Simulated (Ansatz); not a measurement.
# Dielectric response of BN (110) films, part 4 of 7

How well do thin zincblende BN (110) films screen a perpendicular field?

Ansatz 0.2.0; plane-wave DFT, PBE, Ansatz PAW (the session's first sound run).

So far. Step 15 (Relaxing the film, 16 atoms, units 8): The gap is 2.48 eV, with the valence edge 6.64 eV and the conduction edge 4.16 eV under the upper vacuum level. Step 16 (The relaxed film, single point, 16 atoms, units 8): The gap is 2.48 eV, with the valence edge 6.64 eV and the conduction edge 4.16 eV under the upper vacuum level.

## (17) Single point, 16 atoms, units 8, field 0.05 V/Å

Input file input.yaml:

```yaml
crystal:
  lattice:
    - [2.55619101, 0.0, 0.0]
    - [0.0, 3.615, 0.0]
    - [0.0, 0.0, 26.946668549]
  atoms:
    - { symbol: B, position: [0.5, 0.5469200033, 0.3415575616] }
    - { symbol: "N", position: [0.0, 0.7308873613, 0.3334655765] }
    - { symbol: B, position: [0.0, -0.0021634924, 0.3789424919] }
    - { symbol: "N", position: [0.5, 0.2407856877, 0.3798611997] }
    - { symbol: B, position: [0.5, 0.4972017099, 0.4290897087] }
    - { symbol: "N", position: [0.0, 0.7462652473, 0.4286932315] }
    - { symbol: B, position: [0.0, -0.0049445939, 0.476063149] }
    - { symbol: "N", position: [0.5, 0.2450481016, 0.4761051139] }
    - { symbol: B, position: [0.5, 0.4950554016, 0.5239368512] }
    - { symbol: "N", position: [0.0, 0.7450481024, 0.5238948864] }
    - { symbol: B, position: [0.0, -0.0027982908, 0.5709102915] }
    - { symbol: "N", position: [0.5, 0.2462652398, 0.5713067688] }
    - { symbol: B, position: [0.5, 0.4978364959, 0.6210575078] }
    - { symbol: "N", position: [0.0, 0.7407856812, 0.6201388002] }
    - { symbol: B, position: [0.0, 0.0469199948, 0.6584424381] }
    - { symbol: "N", position: [0.5, 0.2308873501, 0.6665344231] }
kpoints:
  mp_grid: { grid: [10, 8, 1] }
hamiltonian:
  xc: pbe
scf:
  occupations: { method: fixed }
  convergence: { dr2_threshold: 1.0e-10 }
efield:
  axis: 3
  dipole_correction: true
  ramp_position: 0.97
  ramp_width: 0.06
  amplitude: 0.05
output:
  write_potential: true
  write_density: true
  volumetric_format: npy
```

On the command line:

```bash
> ansatz run input.yaml --threads 4 --pin off --max-ram 16384MiB --backend cpu --events-out ev --progress --plain --runs-dir out
```

Numbers of over 12 decimals in the logs are rounded to 6 here.

Log:

```text
[...]
Crystal: 16 atoms, lattice volume = 249.004 Å³
Basis set: ecut = 420 eV, 4891 PW (Γ)
Bands: 48, of which v1, the nominal top of the filled ones, is band 32 counted from 1 (31 counted from 0)
Symmetry: 2 space group operations
k-points: 30 of 80 (time reversal used)
[...]
k-point 0: bands = [... 28 lower, -0.7035, -0.3129, -0.0330, 0.2087, 4.6783, 5.3077, 5.7454, 6.0342, ... 12 higher]
  k-point 1: bands = [... 28 lower, -0.9028, -0.5916, 0.0033, 0.1168, 4.7814, 5.2812, 5.7673, 6.1941, ... 12 higher]
  k-point 2: bands = [... 28 lower, -1.3632, -1.2847, -0.1338, 0.0516, 4.9494, 5.1904, 5.9901, 6.6872, ... 12 higher]
  k-point 29: bands = [... 28 lower, -2.3854, -2.3521, -0.0081, 0.0782, 4.2207, 4.3103, 8.9812, 9.0257, ... 12 higher]
[key lines of the parts left out:]
SCF converged after 12 iterations
Free energy (F): -4334.995664 eV
Fermi energy:    0.208730 eV
Dipole field:    D = 0.016457 V/Å  (p = 0.022647 e·Å, saw-weighted, corrected)
```

Elapsed: 14 s, on 4 threads of Arm Neoverse V2, shared host; peak memory 0.78 GiB; 53 s of CPU time.

The dipole is 0.0226 e·Å, and the gap on the mesh 2.436 eV.

## (18) Atoms held, 16 atoms, units 8, field -0.05 V/Å

Edit input.yaml of step 17 so:

```diff
@@ -34,3 +34,3 @@
   ramp_width: 0.06
-  amplitude: 0.05
+  amplitude: -0.05
 output:
```

Log:

```text
[...]
Crystal: 16 atoms, lattice volume = 249.004 Å³
Basis set: ecut = 420 eV, 4891 PW (Γ)
Bands: 48, of which v1, the nominal top of the filled ones, is band 32 counted from 1 (31 counted from 0)
Symmetry: 2 space group operations
k-points: 30 of 80 (time reversal used)
[...]
k-point 0: bands = [... 28 lower, -0.7035, -0.3129, -0.0330, 0.2087, 4.6783, 5.3077, 5.7453, 6.0342, ... 12 higher]
  k-point 1: bands = [... 28 lower, -0.9028, -0.5916, 0.0033, 0.1168, 4.7814, 5.2812, 5.7672, 6.1941, ... 12 higher]
  k-point 2: bands = [... 28 lower, -1.3632, -1.2847, -0.1338, 0.0516, 4.9494, 5.1904, 5.9901, 6.6871, ... 12 higher]
  k-point 29: bands = [... 28 lower, -2.3854, -2.3521, -0.0081, 0.0782, 4.2207, 4.3103, 8.9812, 9.0257, ... 12 higher]
[key lines of the parts left out:]
SCF converged after 12 iterations
Free energy (F): -4334.995664 eV
Fermi energy:    0.208729 eV
Dipole field:    D = -0.016456 V/Å  (p = -0.022644 e·Å, saw-weighted, corrected)
```

Wall time 14 s (4 threads); peak memory 0.79 GiB.

The dipole is -0.0226 e·Å, and the gap on the mesh 2.436 eV.

## (19) Response with the atoms held, 16 atoms, units 8

This step: plane-wave DFT, PBE, Ansatz PAW; response to a field along the normal, atoms held (Ansatz 0.2.0).

Local field over the applied field, running mean. From the potentials at -0.05 and 0.05 V/Å; running mean over 1.278 Å, taken twice. Table of local field over applied field by z:

```csv
z (Å),local field over applied field
4.5,1.000
5.0,0.999
5.5,0.997
6.0,0.989
6.5,0.968
7.0,0.913
7.5,0.795
8.0,0.613
8.5,0.407
9.0,0.248
9.5,0.177
10.0,0.174
10.5,0.190
11.0,0.199
11.5,0.200
12.0,0.201
12.5,0.205
13.0,0.209
13.5,0.210
14.0,0.208
14.5,0.204
15.0,0.201
15.5,0.200
16.0,0.198
16.5,0.188
17.0,0.172
17.5,0.180
18.0,0.262
18.5,0.428
19.0,0.634
19.5,0.812
20.0,0.921
20.5,0.972
21.0,0.991
21.5,0.997
22.0,0.999
22.5,1.000
```

The induced dipole is that of a conductor 8.87 Å thick.

## (20) Field on, atoms free, 16 atoms, units 8, field 0.05 V/Å

This step: plane-wave DFT, PBE, Ansatz PAW (Ansatz 0.2.0).

The same pair of relaxations in the field for this thickness.

Edit input.yaml of step 18 so:

```diff
@@ -34,3 +34,6 @@
   ramp_width: 0.06
-  amplitude: -0.05
+  amplitude: 0.05
+relax:
+  f_tol: 0.0006
+  max_steps: 70
 output:
```

Log:

```text
[...]
Crystal: 16 atoms, lattice volume = 249.004 Å³
Basis set: ecut = 420 eV, 4891 PW (Γ), exchange–correlation on 36×50×384 points (8 copies of the dense FFT grid, shifted against one another)
Bands: 48, of which v1, the nominal top of the filled ones, is band 32 counted from 1 (31 counted from 0)
Symmetry: 2 space group operations
k-points: 30 of 80 (time reversal used)
[...]
- { symbol: N, position: [0.5, 0.245017, 0.476096] }
    - { symbol: B, position: [0.5, 0.495080, 0.523947] }
    - { symbol: N, position: [0, 0.745067, 0.523884] }
    - { symbol: B, position: [0, -0.0027274, 0.570923] }
    - { symbol: N, position: [0.5, 0.246343, 0.571294] }
    - { symbol: B, position: [0.5, 0.497977, 0.621072] }
    - { symbol: N, position: [0, 0.740944, 0.620132] }
    - { symbol: B, position: [0, 0.047108, 0.658456] }
    - { symbol: N, position: [0.5, 0.231077, 0.666514] }
[key lines of the parts left out:]
SCF converged after 6 iterations
Free energy (F): -4334.995783 eV
Fermi energy:    0.205506 eV
Dipole field:    D = 0.018143 V/Å  (p = 0.024967 e·Å, saw-weighted, corrected)
```

Run time: 28 s. Hardware: 4 threads; peak memory 0.72 GiB; 1.8 min of CPU time.

Hardly anything moved in the relaxation; the energy changed by under 0.2 meV an atom.

The relaxation took 4 steps and lowered the energy by 5.8e-5 eV; the largest force on the free atoms ends at 5.1e-4 eV/Å.

The dipole is 0.0250 e·Å, and the gap on the mesh 2.456 eV.

## (21) Relaxing in the field, 16 atoms, units 8, field -0.05 V/Å

The opposite sign, again from the field-free geometry; the difference of the two cancels what relaxes without a field.

Edit input.yaml of step 20 so:

```diff
@@ -34,3 +34,3 @@
   ramp_width: 0.06
-  amplitude: 0.05
+  amplitude: -0.05
 relax:
```

Log:

```text
[...]
Crystal: 16 atoms, lattice volume = 249.004 Å³
Basis set: ecut = 420 eV, 4891 PW (Γ), exchange–correlation on 36×50×384 points (8 copies of the dense FFT grid, shifted against one another)
Bands: 48, of which v1, the nominal top of the filled ones, is band 32 counted from 1 (31 counted from 0)
Symmetry: 2 space group operations
k-points: 30 of 80 (time reversal used)
[...]
- { symbol: N, position: [0.5, 0.245067, 0.476116] }
    - { symbol: B, position: [0.5, 0.495033, 0.523927] }
    - { symbol: N, position: [0, 0.745017, 0.523904] }
    - { symbol: B, position: [0, -0.00285951, 0.570899] }
    - { symbol: N, position: [0.5, 0.246195, 0.571319] }
    - { symbol: B, position: [0.5, 0.497685, 0.621044] }
    - { symbol: N, position: [0, 0.740635, 0.620146] }
    - { symbol: B, position: [0, 0.046731, 0.658429] }
    - { symbol: N, position: [0.5, 0.230695, 0.666556] }
[key lines of the parts left out:]
SCF converged after 6 iterations
Free energy (F): -4334.995783 eV
Fermi energy:    0.205506 eV
Dipole field:    D = -0.018143 V/Å  (p = -0.024967 e·Å, saw-weighted, corrected)
```

The job ended after 28 s (4 threads; peak memory 0.72 GiB; 1.8 min of CPU time).

No atom moved by 0.005 Å in the relaxation.

The relaxation took 4 steps and lowered the energy by 5.8e-5 eV; the largest force on the free atoms ends at 5.1e-4 eV/Å.

The dipole is -0.0250 e·Å, and the gap on the mesh 2.456 eV.

## (22) Response with the atoms relaxed, 16 atoms, units 8

This step: plane-wave DFT, PBE, Ansatz PAW; response to a field along the normal, atoms relaxed (Ansatz 0.2.0).

Local field over the applied field, running mean. From the potentials at -0.05 and 0.05 V/Å; running mean over 1.278 Å, taken twice. The local field over applied field by z:

z (Å), local field over applied field and a bar:
```
        5      0.999 ##############################
        6      0.990 ##############################
        7      0.906 ###########################
        8      0.578 #################
        9      0.220 ######
       10      0.016 
       11      0.126 ###
       12      0.129 ###
       13      0.136 ####
       14      0.135 ####
       15      0.130 ###
       16      0.123 ###
       17      0.016 
       18      0.239 #######
       19      0.598 ##################
       20      0.916 ###########################
       21      0.991 ##############################
       22      0.999 ##############################
```

The induced dipole is that of a conductor 9.78 Å thick.

## (23) Relaxing the film, 18 atoms, units 9

This step: plane-wave DFT, PBE, Ansatz PAW (Ansatz 0.2.0).

System of this step: BN (110), 9 units. The cell holds 18 atoms: 9 B and 9 N. Cell: a = 2.556 Å, b = 3.615 Å, c = 28.225 Å, α = 90.0°, β = 90.0°, γ = 90.0°. It derives from BN (zincblende BN). Vacuum lies along c.

The next thickness, treated alike, so that differences show the interior and the faces cancel.

Input file input.yaml:

```yaml
crystal:
  lattice:
    - [2.55619101, 0.0, 0.0]
    - [0.0, 3.615, 0.0]
    - [0.0, 0.0, 28.224764056]
  atoms:
    - { symbol: B, position: [0.5, 0.5, 0.3188689189] }
    - { symbol: "N", position: [0.0, 0.75, 0.3188689189] }
    - { symbol: B, position: [0.0, 0.0, 0.3641516892] }
    - { symbol: "N", position: [0.5, 0.25, 0.3641516892] }
    - { symbol: B, position: [0.5, 0.5, 0.4094344594] }
    - { symbol: "N", position: [0.0, 0.75, 0.4094344594] }
    - { symbol: B, position: [0.0, 0.0, 0.4547172297] }
    - { symbol: "N", position: [0.5, 0.25, 0.4547172297] }
    - { symbol: B, position: [0.5, 0.5, 0.5] }
    - { symbol: "N", position: [0.0, 0.75, 0.5] }
    - { symbol: B, position: [0.0, 0.0, 0.5452827703] }
    - { symbol: "N", position: [0.5, 0.25, 0.5452827703] }
    - { symbol: B, position: [0.5, 0.5, 0.5905655406] }
    - { symbol: "N", position: [0.0, 0.75, 0.5905655406] }
    - { symbol: B, position: [0.0, 0.0, 0.6358483108] }
    - { symbol: "N", position: [0.5, 0.25, 0.6358483108] }
    - { symbol: B, position: [0.5, 0.5, 0.6811310811] }
    - { symbol: "N", position: [0.0, 0.75, 0.6811310811] }
kpoints:
  mp_grid: { grid: [10, 8, 1] }
hamiltonian:
  xc: pbe
scf:
  occupations: { method: fixed }
  convergence: { dr2_threshold: 1.0e-09 }
efield:
  axis: 3
  dipole_correction: true
  ramp_position: 0.97
  ramp_width: 0.06
relax:
  f_tol: 0.003
  max_steps: 100
output:
  write_potential: true
  write_density: true
  volumetric_format: npy
```

Log:

```text
[...]
Crystal: 18 atoms, lattice volume = 260.815 Å³
Basis set: ecut = 420 eV, 5127 PW (Γ), exchange–correlation on 36×50×384 points (8 copies of the dense FFT grid, shifted against one another)
Bands: 54, of which v1, the nominal top of the filled ones, is band 36 counted from 1 (35 counted from 0)
Symmetry: 2 space group operations
[...]
- { symbol: N, position: [0.5, 0.245487, 0.545491] }
    - { symbol: B, position: [0.5, 0.497783, 0.590419] }
    - { symbol: N, position: [-1.8830548062852867e-19, 0.746855, 0.590815] }
    - { symbol: B, position: [2.7262456204016832e-18, -0.001684, 0.638288] }
    - { symbol: N, position: [0.5, 0.241306, 0.637406] }
    - { symbol: B, position: [0.5, 0.547438, 0.673989] }
    - { symbol: N, position: [-2.1999778329917633e-18, 0.731398, 0.681719] }
[key lines of the parts left out:]
SCF converged after 7 iterations
Free energy (F): -4877.269476 eV
Fermi energy:    0.688121 eV
Dipole field:    D = -0.000000 V/Å  (p = -0.000000 e·Å, saw-weighted, corrected)
Work function:   Φ+ = 6.6687 eV   Φ− = 6.6688 eV
```

Elapsed: 58 s, on 4 threads; peak memory 0.79 GiB.

Step by step:

| step | energy less that of the first step (eV) | largest force component (eV/Å) |
| --- | --- | --- |
| 1 | 0.0000 | 4.9495 |
| 2 | -1.7083 | 2.5294 |
| 3 | -1.8489 | 1.2435 |
| 4 | -2.0990 | 0.4026 |
| 5 | -2.1163 | 0.0522 |
| 6 | -2.1165 | 0.0355 |
| 7 | -2.1166 | 0.0011 |

The run keeps the 2 symmetry operations that it works with, so distortions that break them were not tested.

The atoms that moved most (Å):

```
atom     dx      dy      dz  length
  B1  0.000   0.171   0.202   0.265
 B17  0.000   0.171  -0.202   0.265
 N18  0.000  -0.067   0.017   0.069
  N2  0.000  -0.067  -0.017   0.069
  B3  0.000  -0.006  -0.069   0.069
 B15  0.000  -0.006   0.069   0.069
 N16  0.000  -0.031   0.044   0.054
  N4  0.000  -0.031  -0.044   0.054
```

The relaxed structure:

```xyz
18
Lattice="2.5562 0.0000 0.0000 0.0000 3.6150 0.0000 0.0000 0.0000 28.2248" Properties=species:S:1:pos:R:3
B     1.2781    1.9790    9.2016
N     0.0000    2.6440    8.9834
B     0.0000   -0.0061   10.2092
N     1.2781    0.8723   10.2341
B     1.2781    1.7995   11.5603
N     0.0000    2.6999   11.5492
B     0.0000   -0.0168   12.8269
N     1.2781    0.8874   12.8284
B     1.2781    1.7936   14.1124
N     0.0000    2.6967   14.1124
B     0.0000   -0.0168   15.3978
N     1.2781    0.8874   15.3964
B     1.2781    1.7995   16.6644
N     0.0000    2.6999   16.6756
B     0.0000   -0.0061   18.0155
N     1.2781    0.8723   17.9906
B     1.2781    1.9790   19.0232
N     0.0000    2.6440   19.2414
```

The relaxation took 7 steps and lowered the energy by 2.1 eV; the largest force on the free atoms ends at 0.0011 eV/Å.

The gap is 2.49 eV, with the valence edge 6.67 eV and the conduction edge 4.18 eV under the upper vacuum level.

## (24) The relaxed film, single point, 18 atoms, units 9

The next thickness, treated alike, so that differences show the interior and the faces cancel.

Input file input.yaml:

```yaml
crystal:
  lattice:
    - [2.55619101, 0.0, 0.0]
    - [0.0, 3.615, 0.0]
    - [0.0, 0.0, 28.224764056]
  atoms:
    - { symbol: B, position: [0.5, 0.5474382513, 0.3260114389] }
    - { symbol: "N", position: [0.0, 0.7313984379, 0.3182810619] }
    - { symbol: B, position: [0.0, -0.0016839896, 0.3617120913] }
    - { symbol: "N", position: [0.5, 0.2413064629, 0.3625943405] }
    - { symbol: B, position: [0.5, 0.4977829399, 0.4095806469] }
    - { symbol: "N", position: [0.0, 0.7468552663, 0.4091852933] }
    - { symbol: B, position: [0.0, -0.0046547643, 0.4544562121] }
    - { symbol: "N", position: [0.5, 0.2454871013, 0.4545090046] }
    - { symbol: B, position: [0.5, 0.4961646303, 0.4999999998] }
    - { symbol: "N", position: [0.0, 0.7459760121, 0.5000000001] }
    - { symbol: B, position: [0.0, -0.0046547672, 0.5455437876] }
    - { symbol: "N", position: [0.5, 0.2454870987, 0.5454909957] }
    - { symbol: B, position: [0.5, 0.4977829346, 0.5904193528] }
    - { symbol: "N", position: [0.0, 0.7468552614, 0.590814707] }
    - { symbol: B, position: [0.0, -0.0016839989, 0.6382879084] }
    - { symbol: "N", position: [0.5, 0.2413064543, 0.6374056598] }
    - { symbol: B, position: [0.5, 0.5474382415, 0.673988561] }
    - { symbol: "N", position: [0.0, 0.7313984277, 0.6817189381] }
kpoints:
  mp_grid: { grid: [10, 8, 1] }
hamiltonian:
  xc: pbe
scf:
  occupations: { method: fixed }
  convergence: { dr2_threshold: 1.0e-09 }
efield:
  axis: 3
  dipole_correction: true
  ramp_position: 0.97
  ramp_width: 0.06
output:
  eigenvalues: true
  write_potential: true
  write_density: true
  volumetric_format: npy
```

Log:

```text
[...]
Crystal: 18 atoms, lattice volume = 260.815 Å³
Basis set: ecut = 420 eV, 5127 PW (Γ)
Bands: 54, of which v1, the nominal top of the filled ones, is band 36 counted from 1 (35 counted from 0)
Symmetry: 2 space group operations
k-points: 30 of 80 (time reversal used)
[...]
k-point 1: bands = [... 32 lower, -0.2902, -0.0550, 0.5134, 0.6494, 5.2419, 5.7932, 6.1877, 6.6143, ... 14 higher]
  k-point 2: bands = [... 32 lower, -0.7932, -0.7668, 0.4177, 0.5394, 5.4443, 5.7061, 6.3937, 7.0899, ... 14 higher]
  k-point 29: bands = [... 32 lower, -1.9715, -1.7590, 0.5013, 0.5998, 4.7503, 4.8053, 9.4446, 9.5602, ... 14 higher]
[key lines of the parts left out:]
SCF converged after 9 iterations
Free energy (F): -4877.269496 eV
Fermi energy:    0.688164 eV
Dipole field:    D = -0.000000 V/Å  (p = -0.000000 e·Å, saw-weighted, corrected)
Work function:   Φ+ = 6.6686 eV   Φ− = 6.6687 eV
```

The job ended after 15 s (4 threads; peak memory 0.87 GiB).

The gap is 2.49 eV, with the valence edge 6.67 eV and the conduction edge 4.18 eV under the upper vacuum level.

## (25) Atoms held, 18 atoms, units 9, field 0.05 V/Å

Edit input.yaml of step 24 so:

```diff
@@ -30,3 +30,3 @@
   occupations: { method: fixed }
-  convergence: { dr2_threshold: 1.0e-09 }
+  convergence: { dr2_threshold: 1.0e-10 }
 efield:
@@ -36,4 +36,4 @@
   ramp_width: 0.06
+  amplitude: 0.05
 output:
-  eigenvalues: true
   write_potential: true
```

Log:

```text
[...]
Crystal: 18 atoms, lattice volume = 260.815 Å³
Basis set: ecut = 420 eV, 5127 PW (Γ)
Bands: 54, of which v1, the nominal top of the filled ones, is band 36 counted from 1 (35 counted from 0)
Symmetry: 2 space group operations
k-points: 30 of 80 (time reversal used)
[...]
k-point 0: bands = [... 32 lower, -0.0741, 0.2323, 0.5495, 0.6998, 5.1208, 5.8194, 6.1435, 6.4782, ... 14 higher]
  k-point 1: bands = [... 32 lower, -0.2905, -0.0534, 0.5019, 0.6611, 5.2396, 5.7908, 6.1802, 6.6140, ... 14 higher]
  k-point 2: bands = [... 32 lower, -0.7927, -0.7631, 0.4032, 0.5540, 5.4362, 5.7124, 6.3907, 7.0833, ... 14 higher]
  k-point 29: bands = [... 32 lower, -1.9736, -1.7559, 0.4801, 0.6208, 4.7190, 4.8365, 9.4378, 9.5664, ... 14 higher]
[key lines of the parts left out:]
SCF converged after 12 iterations
Free energy (F): -4877.270126 eV
Fermi energy:    0.699794 eV
Dipole field:    D = 0.017480 V/Å  (p = 0.025194 e·Å, saw-weighted, corrected)
```

Wall time 17 s (4 threads); peak memory 0.85 GiB.

The dipole is 0.0252 e·Å, and the gap on the mesh 2.445 eV.

## (26) Single point, 18 atoms, units 9, field -0.05 V/Å

Edit input.yaml of step 25 so:

```diff
@@ -36,3 +36,3 @@
   ramp_width: 0.06
-  amplitude: 0.05
+  amplitude: -0.05
 output:
```

Log:

```text
[...]
Crystal: 18 atoms, lattice volume = 260.815 Å³
Basis set: ecut = 420 eV, 5127 PW (Γ)
Bands: 54, of which v1, the nominal top of the filled ones, is band 36 counted from 1 (35 counted from 0)
Symmetry: 2 space group operations
k-points: 30 of 80 (time reversal used)
[...]
k-point 0: bands = [... 32 lower, -0.0741, 0.2323, 0.5495, 0.6998, 5.1208, 5.8194, 6.1435, 6.4782, ... 14 higher]
  k-point 1: bands = [... 32 lower, -0.2905, -0.0534, 0.5019, 0.6611, 5.2396, 5.7908, 6.1802, 6.6140, ... 14 higher]
  k-point 2: bands = [... 32 lower, -0.7927, -0.7631, 0.4032, 0.5540, 5.4362, 5.7124, 6.3907, 7.0833, ... 14 higher]
  k-point 29: bands = [... 32 lower, -1.9736, -1.7559, 0.4801, 0.6208, 4.7190, 4.8365, 9.4378, 9.5664, ... 14 higher]
[key lines of the parts left out:]
SCF converged after 12 iterations
Free energy (F): -4877.270126 eV
Fermi energy:    0.699794 eV
Dipole field:    D = -0.017480 V/Å  (p = -0.025195 e·Å, saw-weighted, corrected)
```

It took 17 s on 4 threads; peak memory 0.85 GiB.

The dipole is -0.0252 e·Å, and the gap on the mesh 2.445 eV.

## (27) Response with the atoms held, 18 atoms, units 9

This step: plane-wave DFT, PBE, Ansatz PAW; response to a field along the normal, atoms held (Ansatz 0.2.0).

Local field over the applied field, running mean. From the potentials at -0.05 and 0.05 V/Å; running mean over 1.278 Å, taken twice. Local field over applied field against z:

```csv
z (Å),local field over applied field
5,0.999
6,0.989
7,0.912
8,0.612
9,0.249
10,0.175
11,0.200
12,0.203
13,0.210
14,0.213
15,0.211
16,0.205
17,0.201
18,0.182
19,0.206
20,0.518
21,0.868
22,0.982
23,0.998
24,1.000
```

The induced dipole is that of a conductor 9.87 Å thick.

[end of part 4 of 7]

[Logs are printed without paths, hosts, clocks, repeated set-up lines and the standing remarks that a program may print on its own settings, such as how far it seeks lower states.]

[Hosts, paths, dates, database ids (printed as entryN), source tags and the programs' standing remarks are cut or masked in the printed files.]

[Maps of the electrostatic potential energy from Ansatz leave out the sawtooth potential of an applied field or a dipole correction, so their vacuum need not be flat; planar profiles and work functions include it.]
